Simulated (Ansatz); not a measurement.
NaH (CsCl type): gap against strain (epitaxial in the xy plane)

NaH in the CsCl structure, relaxed with r2SCAN in Ansatz, then strained (epitaxial in the xy plane; changes of length per length, axes as in the cell below) with the atoms relaxed again within the symmetry that is left. Space group Pm-3m (No. 221), cubic; conventional cell a = 2.932 Å, 12.61 Å³ an atom. Na has 8 H at 2.54 Å; H has 8 Na at 2.54 Å. No spin polarisation. The prototype was imposed, so other structures may be more stable.

```
Na H
1.0
     2.93239    0.00000    0.00000
     0.00000    2.93239    0.00000
     0.00000    0.00000    2.93239
Na H
1 1
Direct
  0.00000 0.00000 0.00000
  0.50000 0.50000 0.50000
```

Gaps are the least over each mesh (PBE 8×8×8, r2SCAN 8×8×8, HSE06 6×6×6 when unstrained) and the special points, which keep their unstrained names; stress is the change from the unstrained cell, compression positive.

```
strain (%)  free normal strain (%)  gap, PBE (eV)  gap, r2SCAN (eV)  gap, HSE06 (eV)  edges, HSE06  in-plane stress, r2SCAN (GPa)  energy rise, r2SCAN (meV/atom)
       0.0                    0.00          1.035             1.596            1.881         R → X                           0.00                             0.0
     +1.86                   +0.53          0.992             1.549            1.827         R → X                          -1.49                             2.2
     +2.69                   +0.82          0.975             1.529            1.806         R → X                          -2.07                             4.6
     +3.14                   +0.96          0.965             1.518            1.793         R → X                          -2.36                             6.2
```

The meshes of the hybrids are coarse, so their gaps aren't converged to the digits shown.
